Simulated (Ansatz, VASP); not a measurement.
## WC in VASP and in Ansatz

Contents of INCAR:

```
SYSTEM = WC
ALGO = Normal ; EDIFF = 1E-7
ENCUT = 520 ; GGA = PS
ISIF = 2 ; ISMEAR = -1
LASPH = .True. ; LCHARG = .False.
LREAL = .False. ; LWAVE = .False.
NBANDS = 16 ; NELM = 100
PREC = Accurate ; SIGMA = 0.05
```

The input KPOINTS:

```
k-points
0
Gamma
  10 10 10
  0 0 0
```

Contents of POSCAR:

```
WC
1.0
    0.0000000000      2.2072055093      2.2072055093
    2.2072055093      0.0000000000      2.2072055093
    2.2072055093      2.2072055093      0.0000000000
W C
1 1
Direct
    0.0000000000      0.0000000000      0.0000000000
    0.5000000000      0.5000000000      0.5000000000
```

Contents of input.yaml:

```yaml
crystal:
  lattice:
    - [0.0, 2.2072055093, 2.2072055093]
    - [2.2072055093, 0.0, 2.2072055093]
    - [2.2072055093, 2.2072055093, 0.0]
  atoms:
    - { symbol: W, position: [0.0, 0.0, 0.0] }
    - { symbol: C, position: [0.5, 0.5, 0.5] }
hamiltonian:
  xc: pbesol
  pseudopotentials: { kind: paw }
kpoints:
  mp_grid: { grid: [10, 10, 10] }
scf:
  occupations: { method: fermi_dirac, width: 0.05 }
output:
  forces: true
  stress: true
  eigenvalues: true
  write_density: true
  write_potential: true
  elf: true
  volumetric_format: npy
```

Change from the starting cell: volume scaled by 1.02.

Alike in both runs: task single point; functional PBEsol; k mesh 10 × 10 × 10; occupations fermi-dirac, width 0.05 eV; no spin polarisation.

```csv
,VASP,Ansatz
version,VASP 6.6.1,Ansatz 0.2.0
potentials or method,"VASP PAW PBE potentials, release 64 (W_sv, C)",Ansatz PAW
plane-wave cutoff (eV),520,420
valence electrons in the cell,18,18
```

VASP gave:

```
gap on the k mesh at the Fermi level (eV) : none
pressure (GPa)                            : -15.9
```

**Question.** What did Ansatz give for the same quantities?

**Answer.** gap on the k mesh at the Fermi level (eV): none; pressure (GPa): -16.8.

A gap of «none» marks a metal or a gap that the smearing closes. The functional is the same, so the differences come from potentials, cutoffs and numerics.

Caveats: the PAW data sets were made with another functional, which shifts forces and pressure a little (VASP); the pressure holds a Pulay correction of +0.3 GPa for the finite cutoff (Ansatz); the PAW data sets come from PBE, with cores solved anew for the run's functional, which leaves a small shift of forces and pressure (Ansatz). The runs have no spin-orbit coupling, so splittings on W are missing.
